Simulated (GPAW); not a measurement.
BAs:

```
As B
1.0
     0.00000    2.38850    2.38850
     2.38850    0.00000    2.38850
     2.38850    2.38850    0.00000
As B
1 1
Cartesian
  3.5827 3.5827 3.5827
  0.0000 0.0000 0.0000
```

Base run:

- Program: GPAW 26.7.0
- Functional: PBE
- Potentials or basis: GPAW PAW data sets (gpaw-data 1.2.1)
- Cutoff: 800 eV
- Basis: pw
- k mesh: 10 × 10 × 10
- Occupations: fermi-dirac, width 0.05 eV
- Spin: no spin polarisation

Its results: band gap on the k mesh 1.18 eV, indirect (least direct gap 3.29 eV).

Task: The run is repeated on the same cell with these changes: basis from pw to lcao:dzp; k mesh from 10 × 10 × 10 to 8 × 8 × 8. What comes out?

Result: Band gap on the k mesh 1.27 eV, indirect (least direct gap 3.44 eV).

Several settings changed at once, so the effect can't be laid on one alone.

Caveats: the basis of atomic orbitals isn't converged, which shifts pressures, moduli and gaps (some runs).
